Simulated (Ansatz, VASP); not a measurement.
**Two plane-wave programs on In6O**

```
In O
1.0
     6.23967    0.00000    0.00000
    -3.11984    5.40371    0.00000
     0.00000    0.00000    5.15020
In O
6 1
Direct
  0.33526 0.00000 0.75507
  0.00000 0.33526 0.75507
  0.66474 0.66474 0.75507
  0.00000 0.66474 0.24493
  0.66474 0.00000 0.24493
  0.33526 0.33526 0.24493
  0.00000 0.00000 0.50000
```

Alike in both runs: functional PBE; k mesh 3 × 3 × 4; occupations gaussian, width 0.2 eV; no spin polarisation.

Ansatz relaxed the structure, and its values are those at the end. VASP's run is a single point on that final structure, the one shown.

|  | VASP | Ansatz |
| --- | --- | --- |
| version | VASP 6.6.1 | Ansatz 0.2.0 |
| potentials or method | VASP PAW PBE potentials, release 64 (In_d, O) | scalar-relativistic, plane waves, PAW |
| plane-wave cutoff (eV) | 520 | 420 |
| valence electrons in the cell | 84 | 84 |

|  | VASP | Ansatz | Ansatz less VASP |
| --- | --- | --- | --- |
| gap on the k mesh at the Fermi level (eV) | none | none | - |
| pressure (GPa) | 0.2 | 0.2 | +0.03 |
| rms of the force components (eV/Å) | 0.008 | 0.004 | -0.0041 |

A gap of «none» marks a metal or a gap that the smearing closes.

Caveats: the k mesh is coarse (spacing up to 0.39 Å⁻¹), so the values aren't converged.
